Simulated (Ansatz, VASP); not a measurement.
## One calculation of Zr4B, two programs

```
Zr B
1.0
     2.89394    0.00000    0.00000
    -1.44697    2.50623    0.00000
     0.00000    0.00000    9.30542
Zr B
4 1
Direct
  0.33333 0.66667 0.86586
  0.33333 0.66667 0.37680
  0.66667 0.33333 0.13414
  0.66667 0.33333 0.62320
  0.00000 0.00000 0.00000
```

Change from the starting cell: species swapped into the Co4H type (P-3m1, No. 164).

Alike in both runs: task relaxation of cell and atoms; functional PBE; k mesh 6 × 6 × 2; occupations gaussian, width 0.1 eV; no spin polarisation.

```csv
,VASP,Ansatz
version,VASP 6.6.1,Ansatz 0.2.0
potentials or method,"VASP PAW PBE potentials, release 64 (Zr_sv, B)","scalar-relativistic, plane waves, PAW"
plane-wave cutoff (eV),600,420
valence electrons in the cell,51,51
```

|  | VASP | Ansatz | Ansatz less VASP |
| --- | --- | --- | --- |
| gap on the k mesh at the Fermi level, each at its own relaxed structure (eV) | none | none | - |
| relaxed volume (Å³/atom) | 20.68 | 20.65 | -0.024 |
| relaxed cell length with the largest relative difference (Å) | 10.548 | 10.535 | -0.0124 |
| energy change over the relaxation (meV/atom) | -1379 | -1375 | +4.4 |

A gap of «none» marks a metal or a gap that the smearing closes.

Caveats: the k mesh is coarse (spacing up to 0.42 Å⁻¹), so the values aren't converged; the volume moved by over 15 % at a fixed basis, so the end points are rough (VASP).
